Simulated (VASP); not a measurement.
KF:

```
CELL_PARAMETERS angstrom
0.00000 2.65441 2.65441
2.65441 0.00000 2.65441
2.65441 2.65441 0.00000
ATOMIC_POSITIONS crystal
K 0.00000 0.00000 0.00000
F 0.50000 0.50000 0.50000
```

The cell is a database's computed one.

| Item | Value |
| --- | --- |
| Program | VASP 6.6.1 |
| Task | relaxation of cell and atoms |
| Functional | PBEsol |
| Potentials or basis | VASP PAW PBE potentials, release 64 (K_pv, F) |
| Cutoff | 580 eV |
| k mesh | 8 × 8 × 8 |
| Occupations | gaussian, width 0.02 eV |
| Spin | no spin polarisation |

At the start: pressure 1.2 GPa; volume 18.70 Å³/atom.

**Question.** How do energy, volume and symmetry change on relaxing?

**Answer.** Over 4 steps the energy falls by 2.4 meV/atom and the volume is 19.35 Å³/atom (+3.5 %); space group Fm-3m (No. 225, to 0.05 Å).

Step by step:
| step | energy change (eV) | largest force (eV/Å) | pressure (GPa) | volume (Å³) |
| --- | --- | --- | --- | --- |
| 1 | 0.0000 | 0.0000 | 1.24 | 37.41 |
| 2 | -0.0041 | 0.0000 | 0.45 | 38.19 |
| 3 | -0.0048 | 0.0000 | -0.06 | 38.76 |
| 4 | -0.0048 | 0.0000 | 0.01 | 38.70 |

Final structure:
```
K F
1.0
     0.00000    2.68461    2.68461
     2.68461    0.00000    2.68461
     2.68461    2.68461    0.00000
K F
1 1
Direct
  0.00000 0.00000 0.00000
  0.50000 0.50000 0.50000
```

Caveat: the PAW data sets were made with another functional, which shifts forces and pressure a little.
